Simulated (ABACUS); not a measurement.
# GaAs (F-43m) in ABACUS: further runs

One crystal, GaAs, is run at these levels: PBE; tasks: single point, relaxation of cell and atoms.

All numbers are computed with ABACUS 3.10.1; they aren't measurements. Logs are shortened: lines on timing, memory, paths and dates and some standing lists are left out, and cuts for length are marked.

**Measured values to compare with.**

From “Evidence of valence band perturbations in GaAsN/GaAs(001): A combined variable-angle spectroscopic ellipsometry and modulated photoreflectance investigation”, 2008, arxiv:0805.2212, for a bulk crystal of GaAs at 300 K: band gap 1.412 ± 0.01 eV (direct).

The runs below are set against these values where they give the same quantity.

### Step 1. Starting point

The structure is cubic, space group F-43m (No. 216). The conventional cell has a = 5.654 Å, b = 5.654 Å, c = 5.654 Å, α = 90.00°, β = 90.00°, γ = 90.00°. As (site symmetry -43m) is surrounded by 4 Ga at 2.45 Å. Around Ga (site symmetry -43m) lie 4 As at 2.45 Å.

### Step 2. Single point, PBE

run_abacus.py

```python
"""ABACUS run from a structure file: ASE reads it, the script writes STRU, KPT and INPUT."""
import re
import subprocess
import spglib
from ase import Atoms
from ase.io import read
from ase.units import Bohr

atoms = read("GaAs.cif")
cell, frac, numbers = spglib.standardize_cell((atoms.cell[:], atoms.get_scaled_positions(), atoms.numbers), to_primitive=True, symprec=1e-4)
atoms = Atoms(numbers=numbers, cell=cell, scaled_positions=frac, pbc=True)  # the primitive cell
atoms = atoms[(-atoms.numbers).argsort(kind="stable")]  # ABACUS lists atoms element by element
pseudo = {'As': 'As.upf', 'Ga': 'Ga.upf'}
orbital = {'As': 'As_confined-atom_7au_3s3p2d.orb', 'Ga': 'Ga_confined-atom_8au_3s3p2d.orb'}
magmoms = None
kmesh = [7, 7, 7]
params = {
    'suffix': 'GaAs',
    'calculation': 'scf',
    'basis_type': 'lcao',
    'pseudo_dir': './',
    'orbital_dir': './',
    'symmetry': 1,
    'dft_functional': 'pbe',
    'ecutwfc': 114,
    'pseudo_rcut': 10,
    'nspin': 1,
    'nbands': 33,
    'ks_solver': 'genelpa',
    'smearing_method': 'fd',
    'smearing_sigma': 0.00367493,
    'scf_thr': 1e-07,
    'scf_nmax': 100,
    'mixing_type': 'broyden',
    'mixing_beta': 0.7,
    'cal_force': 1,
    'cal_stress': 1,
    'out_mul': 1,
    'out_chg': 1,
    'out_pot': 2,
    'out_elf': 1,
}

symbols = atoms.get_chemical_symbols()
elements = list(dict.fromkeys(symbols))
lines = ["ATOMIC_SPECIES"] + [f"{e} {atoms.get_masses()[symbols.index(e)]:.4f} {pseudo[e]}" for e in elements]
if orbital:
    lines += ["", "NUMERICAL_ORBITAL"] + [orbital[e] for e in elements]
lines += ["", "LATTICE_CONSTANT", f"{1 / Bohr:.10f}", "", "LATTICE_VECTORS"]
lines += [" ".join(f"{x:.10f}" for x in v) for v in atoms.cell]
lines += ["", "ATOMIC_POSITIONS", "Direct"]
for e in elements:
    lines += ["", e, "0.0", str(symbols.count(e))]
    for i, p in enumerate(atoms.get_scaled_positions(wrap=False)):
        if symbols[i] == e:
            mag = "" if magmoms is None else " mag " + " ".join(str(x) for x in (magmoms[i] if isinstance(magmoms[i], list) else [magmoms[i]]))
            lines.append(" ".join(f"{x:.10f}" for x in p) + " 1 1 1" + mag)
open("STRU", "w").write("\n".join(lines) + "\n")
open("KPT", "w").write("K_POINTS\n0\nGamma\n%d %d %d 0 0 0\n" % tuple(kmesh))
open("INPUT", "w").write("INPUT_PARAMETERS\n" + "".join(f"{k:<20s}{v}\n" for k, v in params.items()))

done = subprocess.run(['mpirun', '-np', '4', 'abacus'])
if done.returncode:
    raise SystemExit(done.returncode)
log = open("OUT.GaAs/running_scf.log").read()
print("final energy (eV):", re.findall(r"FINAL_ETOT_IS (\S+)", log))
```

GaAs.cif

```cif
data_GaAs
_cell_length_a 5.65370000
_cell_length_b 5.65370000
_cell_length_c 5.65370000
_cell_angle_alpha 90.00000000
_cell_angle_beta 90.00000000
_cell_angle_gamma 90.00000000
_space_group_name_H-M_alt 'F-43m'
_space_group_name_Hall 'F -4 2 3'
_space_group_IT_number 216
loop_
_space_group_symop_operation_xyz
'x,y,z'
'y,-x,-z'
'-x,-y,z'
'-y,x,-z'
'x,-y,-z'
'y,x,z'
'-x,y,-z'
'-y,-x,z'
'z,x,y'
'-z,y,-x'
'z,-x,-y'
'-z,-y,x'
'-z,x,-y'
'z,y,x'
'-z,-x,y'
'z,-y,-x'
'y,z,x'
'-x,-z,y'
'-y,z,-x'
'x,-z,-y'
'-y,-z,x'
'x,z,y'
'y,-z,-x'
'-x,z,-y'
'x,y+1/2,z+1/2'
'y,-x+1/2,-z+1/2'
'-x,-y+1/2,z+1/2'
'-y,x+1/2,-z+1/2'
'x,-y+1/2,-z+1/2'
'y,x+1/2,z+1/2'
'-x,y+1/2,-z+1/2'
'-y,-x+1/2,z+1/2'
'z,x+1/2,y+1/2'
'-z,y+1/2,-x+1/2'
'z,-x+1/2,-y+1/2'
'-z,-y+1/2,x+1/2'
'-z,x+1/2,-y+1/2'
'z,y+1/2,x+1/2'
'-z,-x+1/2,y+1/2'
'z,-y+1/2,-x+1/2'
'y,z+1/2,x+1/2'
'-x,-z+1/2,y+1/2'
'-y,z+1/2,-x+1/2'
'x,-z+1/2,-y+1/2'
'-y,-z+1/2,x+1/2'
'x,z+1/2,y+1/2'
'y,-z+1/2,-x+1/2'
'-x,z+1/2,-y+1/2'
'x+1/2,y,z+1/2'
'y+1/2,-x,-z+1/2'
'-x+1/2,-y,z+1/2'
'-y+1/2,x,-z+1/2'
'x+1/2,-y,-z+1/2'
'y+1/2,x,z+1/2'
'-x+1/2,y,-z+1/2'
'-y+1/2,-x,z+1/2'
'z+1/2,x,y+1/2'
'-z+1/2,y,-x+1/2'
'z+1/2,-x,-y+1/2'
'-z+1/2,-y,x+1/2'
'-z+1/2,x,-y+1/2'
'z+1/2,y,x+1/2'
'-z+1/2,-x,y+1/2'
'z+1/2,-y,-x+1/2'
'y+1/2,z,x+1/2'
'-x+1/2,-z,y+1/2'
'-y+1/2,z,-x+1/2'
'x+1/2,-z,-y+1/2'
'-y+1/2,-z,x+1/2'
'x+1/2,z,y+1/2'
'y+1/2,-z,-x+1/2'
'-x+1/2,z,-y+1/2'
'x+1/2,y+1/2,z'
'y+1/2,-x+1/2,-z'
'-x+1/2,-y+1/2,z'
'-y+1/2,x+1/2,-z'
'x+1/2,-y+1/2,-z'
'y+1/2,x+1/2,z'
'-x+1/2,y+1/2,-z'
'-y+1/2,-x+1/2,z'
'z+1/2,x+1/2,y'
'-z+1/2,y+1/2,-x'
'z+1/2,-x+1/2,-y'
'-z+1/2,-y+1/2,x'
'-z+1/2,x+1/2,-y'
'z+1/2,y+1/2,x'
'-z+1/2,-x+1/2,y'
'z+1/2,-y+1/2,-x'
'y+1/2,z+1/2,x'
'-x+1/2,-z+1/2,y'
'-y+1/2,z+1/2,-x'
'x+1/2,-z+1/2,-y'
'-y+1/2,-z+1/2,x'
'x+1/2,z+1/2,y'
'y+1/2,-z+1/2,-x'
'-x+1/2,z+1/2,-y'
loop_
_atom_site_label
_atom_site_type_symbol
_atom_site_symmetry_multiplicity
_atom_site_Wyckoff_symbol
_atom_site_fract_x
_atom_site_fract_y
_atom_site_fract_z
_atom_site_occupancy
As1 As 4 c 0.2500000000 0.2500000000 0.2500000000 1
Ga1 Ga 4 a 0.0000000000 0.0000000000 0.0000000000 1
```

Potentials or basis: PseudoDojo NC SR 0.5 PBE stringent, DZP LCAO (the cutoffs set its grid).

Launch:

```bash
> OMP_NUM_THREADS=1 python run_abacus.py > log
```

running log:

```text
ABACUS v3.10.1

               Atomic-orbital Based Ab-initio Computation at UStc

 ------------------------------------------------------------------------------------

 READING GENERAL INFORMATION
                           global_out_dir = OUT.GaAs/
                           global_in_card = INPUT
                               pseudo_dir = ./
[... 8 lines left out ...]

 READING ATOM TYPE 1
                               atom label = As
                      L=0, number of zeta = 3
                      L=1, number of zeta = 3
                      L=2, number of zeta = 2
             number of atom for this type = 1

 READING ATOM TYPE 2
                               atom label = Ga
                      L=0, number of zeta = 3
                      L=1, number of zeta = 3
                      L=2, number of zeta = 2
             number of atom for this type = 1

                        TOTAL ATOM NUMBER = 2
DIRECT COORDINATES
    atom                   x                   y                   z     mag                  vx                  vy                  vz
taud_As1            0.2500000000        0.2500000000        0.2500000000  0.0000        0.0000000000        0.0000000000        0.0000000000
taud_Ga1            0.0000000000        0.0000000000        0.0000000000  0.0000        0.0000000000        0.0000000000        0.0000000000

                          Volume (Bohr^3) = 304.884
                             Volume (A^3) = 45.1791

 Lattice vectors: (Cartesian coordinate: in unit of a_0)
                   +0            +2.82685            +2.82685
             +2.82685                  +0            +2.82685
             +2.82685            +2.82685                  +0
 Reciprocal vectors: (Cartesian coordinate: in unit of 2 pi/a_0)
            -0.176875           +0.176875           +0.176875
            +0.176875           -0.176875           +0.176875
            +0.176875           +0.176875           -0.176875
 The esolver type has been set to : ksdft_lcao

                PAO radial cut off (Bohr) = 10

 Read in pseudopotential file is As.upf
                     pseudopotential type = NC
          exchange-correlation functional = PBE
                 nonlocal core correction = 1
                        valence electrons = 23
                                     lmax = 2
                           number of zeta = 5
                     number of projectors = 6
                           L of projector = 0
[... 5 lines left out ...]
                PAO radial cut off (Bohr) = 10

 Read in pseudopotential file is Ga.upf
                     pseudopotential type = NC
          exchange-correlation functional = PBE
                 nonlocal core correction = 1
                        valence electrons = 21
                                     lmax = 2
                           number of zeta = 5
                     number of projectors = 6
                           L of projector = 0
                           L of projector = 0
[... 181 lines left out ...]
                         PeriodicBoundary = 1
                        Radius(unit:lat0) = 10.2
                                   glayer = [ 5, 5, 5 ]
                             glayer_minus = [ 4, 4, 4 ]

Find the coordinate range of the input atom(unit:lat0).
                                  min_tau = [ -22.6, -22.6, -22.6 ]
                                  max_tau = [ 24, 24, 24 ]
                                BoxNumber = [ 9, 9, 9 ]

 SETUP EXTENDED REAL SPACE GRID FOR GRID INTEGRATION
                          real space grid = [ 54, 54, 54 ]
                 big cell numbers in grid = [ 27, 27, 27 ]
             meshcell numbers in big cell = [ 2, 2, 2 ]
                        extended fft grid = [ 36, 36, 36 ]
                dimension of extened grid = [ 100, 100, 100 ]
                            UnitCellTotal = 125
              Atom number in sub-FFT-grid = 2
    Local orbitals number in sub-FFT-grid = 44
                                ParaV.nnr = 32670
                                 init_chg = atomic

 LCAO ALGORITHM --------------- ION=   1  ELEC=   1--------------------------------

 Density error is 0.0240994563827
----------------------------------------------------------
     Energy           Rydberg                 eV
----------------------------------------------------------
 E_KohnSham     -1107.1926034199     -15064.1281899643
 E_Harris       -1107.2726235437     -15065.2169196035
 E_Fermi        0.7197441486         9.7926215237
----------------------------------------------------------
[... 80 lines left out ...]
 Density error is 4.57201074858e-08
----------------------------------------------------------
     Energy           Rydberg                 eV
----------------------------------------------------------
 E_KohnSham     -1107.2009793282     -15064.2421500433
 E_KS(sigma->0) -1107.2009784627     -15064.2421382685
 E_Harris       -1107.2009827689     -15064.2421968569
 E_band         -154.6851956493      -2104.6000570759
 E_one_elec     -990.0288330527      -13470.0333138081
 E_Hartree      478.6262005727       6512.0435398798
 E_xc           -107.0288357554      -1456.2020165800
 E_Ewald        -488.7695093619      -6650.0503359855
 E_entropy(-TS) -0.0000017309        -0.0000235495
 E_descf        0.0000000000         0.0000000000
 E_exx          0.0000000000         0.0000000000
 E_Fermi        0.7445832297         10.1305745598
----------------------------------------------------------

 charge density convergence is achieved
 final etot is -15064.24215 eV
 EFERMI = 10.13057456 eV
The vacuum level is 12.139803997 eV

 STATE ENERGY(eV) AND OCCUPATIONS    NSPIN == 1
 1/20 kpoint (Cartesian) = 0.0000 0.0000 0.0000 (1559 pws)
       1       -175.008     0.00583090
       2       -134.005     0.00583090
       3       -118.385     0.00583090
       4       -118.385     0.00583090
       5       -118.385     0.00583090
       6       -84.7073     0.00583090
[... 200 lines left out ...]
      32        28.0719        0.00000
      33        28.8529        0.00000

[... levels at 14 further k points ...]

 correction force for each atom along direction 1 is -0.00198437
 correction force for each atom along direction 2 is -0.00274128
 correction force for each atom along direction 3 is -0.00243290
------------------------------------------------------------------------------------------
 TOTAL-FORCE (eV/Angstrom)
------------------------------------------------------------------------------------------
                       As1         0.0000000000         0.0000000000         0.0000000000
                       Ga1         0.0000000000         0.0000000000         0.0000000000
------------------------------------------------------------------------------------------

----------------------------------------------------------------
 TOTAL-STRESS (KBAR)
----------------------------------------------------------------
        43.0571216851        -0.0000000000         0.0000000000
         0.0000000000        43.0571216851         0.0000000000
         0.0000000000        -0.0000000000        43.0571216851
----------------------------------------------------------------
 TOTAL-PRESSURE: 43.057122 KBAR

 --------------------------------------------
 !FINAL_ETOT_IS -15064.2421500432737957 eV
 --------------------------------------------
```

It took 6.2 s on 4 MPI ranks of Intel Xeon 6975P-C (Granite Rapids), shared host; peak memory 0.56 GiB.

Results:

| Property | Result |
| --- | --- |
| Free energy | -15064.2422 eV |
| Pressure | 4.3 GPa |
| Band gap on the k mesh | 0.57 eV, direct |
| Mulliken charges | As +0.34; Ga -0.34 e |

Levels at points of the mesh, in eV from the valence-band top:
| k point | band 18 | band 19 | band 20 | band 21 | band 22 | band 23 | band 24 | band 25 | band 26 | band 27 |
| --- | --- | --- | --- | --- | --- | --- | --- | --- | --- | --- |
| (0.00, 0.00, 0.00) | -14.81 | -12.74 | 0.00 | 0.00 | 0.00 | 0.57 | 3.76 | 3.76 | 3.76 | 8.30 |

Caveat: the atomic orbitals were generated for these runs and aren't a published set; Mulliken charges move with the basis; the basis of atomic orbitals isn't converged, which shifts pressures, moduli and gaps.

### Step 3. Relaxation of cell and atoms, PBE

run_abacus.py

```python
"""Relaxation by an ASE optimiser with ABACUS as a small file-based calculator."""
import re
import subprocess
import numpy as np
from ase.calculators.calculator import Calculator, all_changes
from ase.filters import FrechetCellFilter
from ase.io import read
from ase.optimize import BFGS
from ase.stress import full_3x3_to_voigt_6_stress
from ase.units import Bohr, GPa

atoms = read("POSCAR")
atoms = atoms[(-atoms.numbers).argsort(kind="stable")]  # ABACUS lists atoms element by element
pseudo = {'As': 'As.upf', 'Ga': 'Ga.upf'}
orbital = {'As': 'As_confined-atom_7au_3s3p2d.orb', 'Ga': 'Ga_confined-atom_8au_3s3p2d.orb'}
magmoms = None
kmesh = [7, 7, 7]
params = {
    'suffix': 'GaAs',
    'calculation': 'scf',
    'basis_type': 'lcao',
    'pseudo_dir': './',
    'orbital_dir': './',
    'symmetry': 1,
    'dft_functional': 'pbe',
    'ecutwfc': 114,
    'pseudo_rcut': 10,
    'nspin': 1,
    'nbands': 27,
    'ks_solver': 'genelpa',
    'smearing_method': 'fd',
    'smearing_sigma': 0.00367493,
    'scf_thr': 1e-07,
    'scf_nmax': 100,
    'mixing_type': 'broyden',
    'mixing_beta': 0.7,
    'cal_force': 1,
    'cal_stress': 1,
    'out_mul': 1,
}

def write_input(atoms):
    symbols = atoms.get_chemical_symbols()
    elements = list(dict.fromkeys(symbols))
    lines = ["ATOMIC_SPECIES"] + [f"{e} {atoms.get_masses()[symbols.index(e)]:.4f} {pseudo[e]}" for e in elements]
    if orbital:
        lines += ["", "NUMERICAL_ORBITAL"] + [orbital[e] for e in elements]
    lines += ["", "LATTICE_CONSTANT", f"{1 / Bohr:.10f}", "", "LATTICE_VECTORS"]
    lines += [" ".join(f"{x:.10f}" for x in v) for v in atoms.cell]
    lines += ["", "ATOMIC_POSITIONS", "Direct"]
    for e in elements:
        lines += ["", e, "0.0", str(symbols.count(e))]
        for i, p in enumerate(atoms.get_scaled_positions(wrap=False)):
            if symbols[i] == e:
                mag = "" if magmoms is None else " mag " + " ".join(str(x) for x in (magmoms[i] if isinstance(magmoms[i], list) else [magmoms[i]]))
                lines.append(" ".join(f"{x:.10f}" for x in p) + " 1 1 1" + mag)
    open("STRU", "w").write("\n".join(lines) + "\n")
    open("KPT", "w").write("K_POINTS\n0\nGamma\n%d %d %d 0 0 0\n" % tuple(kmesh))
    open("INPUT", "w").write("INPUT_PARAMETERS\n" + "".join(f"{k:<20s}{v}\n" for k, v in params.items()))

class Abacus(Calculator):
    implemented_properties = ["energy", "free_energy", "forces", "stress"]

    def calculate(self, atoms=None, properties=("energy",), system_changes=all_changes):
        super().calculate(atoms, properties, system_changes)
        write_input(self.atoms)
        subprocess.run(['mpirun', '-np', '4', 'abacus'], check=True)
        log = open("OUT.GaAs/running_scf.log").read()
        if "charge density convergence is achieved" not in log:
            raise RuntimeError("SCF not converged")
        rows = lambda title, n: np.array([l.split()[-3:] for l in log.split(title)[-1].split("\n")[2:2 + n]], float)
        energy = float(re.findall(r"FINAL_ETOT_IS (\S+)", log)[-1])
        stress = -rows("TOTAL-STRESS", 3) / 10 * GPa  # ABACUS prints kbar, compression positive
        self.results = dict(energy=energy, free_energy=energy, forces=rows("TOTAL-FORCE", len(self.atoms)), stress=full_3x3_to_voigt_6_stress(stress))

atoms.calc = Abacus()
opt = BFGS(FrechetCellFilter(atoms), logfile="opt.log", trajectory="relax.traj")
print("optimiser converged:", opt.run(fmax=0.01, steps=60))
```

POSCAR

```
GaAs
1.0
    0.0000000000      2.8268500000      2.8268500000
    2.8268500000      0.0000000000      2.8268500000
    2.8268500000      2.8268500000      0.0000000000
As Ga
1 1
Direct
    0.7500000000      0.7500000000      0.7500000000
    0.0000000000      0.0000000000      0.0000000000
```

Potentials or basis: PseudoDojo NC SR 0.5 PBE stringent, DZP LCAO (the cutoffs set its grid).

Launch:

```bash
> OMP_NUM_THREADS=1 python run_abacus.py > log
```

Run time: 21 s. Hardware: 4 MPI ranks of Intel Xeon 6975P-C (Granite Rapids), shared host; peak memory 0.56 GiB.

The run converged. Its results:

- Free energy: -15064.2777 eV
- Relaxed volume: 24.01 Å³/atom
- Relaxed cell: a = 4.080 Å, b = 4.080 Å, c = 4.080 Å, α = 60.00°, β = 60.00°, γ = 60.00°
- Space group after relaxing (to 0.05 Å): F-43m (No. 216)
- Energy gained by relaxing: 17.8 meV/atom
- Ionic steps: 4
- Pressure after relaxing: 0.0 GPa
- Band gap on the k mesh: 0.10 eV, direct
- Mulliken charges: As +0.30; Ga -0.30 e

The path:
```tsv
step	energy change (eV)	largest force (eV/Å)	pressure (GPa)	volume (Å³)
1	0.0000	0.0000	4.31	45.18
2	-0.0137	0.0000	3.28	45.77
3	-0.0359	0.0000	0.27	47.82
4	-0.0356	0.0000	0.03	48.02
```

Final structure:
```
As Ga
1.0
     0.00000    2.88480    2.88480
     2.88480    0.00000    2.88480
     2.88480    2.88480    0.00000
As Ga
1 1
Direct
  0.75000 0.75000 0.75000
  0.00000 0.00000 0.00000
```

Levels at points of the mesh, in eV from the valence-band top:
```tsv
k point	band 20	band 21	band 22	band 23	band 24	band 25
(0.00, 0.00, 0.00)	0.00	0.00	0.00	0.10	3.74	3.74
```

Caveat: the atomic orbitals were generated for these runs and aren't a published set; Mulliken charges move with the basis; the basis of atomic orbitals isn't converged, which shifts pressures, moduli and gaps. Zero-point motion and thermal expansion aren't in these numbers.

### Step 4. Against experiment

Step 2. Measured gap of GaAs: 1.412 eV (direct; 300 K; “Evidence of valence band perturbations in GaAsN/GaAs(001): A combined variable-angle spectroscopic ellipsometry and modulated photoreflectance investigation”, 2008, arxiv:0805.2212). This calculation gives 0.57 eV (-0.85 eV). 3 values of this kind are on record (1.412 to 1.51 eV); this one was drawn at random among those near their median, those with a stated uncertainty first. Spin-orbit coupling on As, Ga is left out. The value is that of PBE in an atomic basis (PseudoDojo NC SR 0.5 PBE stringent, DZP LCAO (the cutoffs set its grid)), whose error adds to the functional's,, without temperature or zero-point motion. Semilocal functionals fall short of measured gaps as a rule.
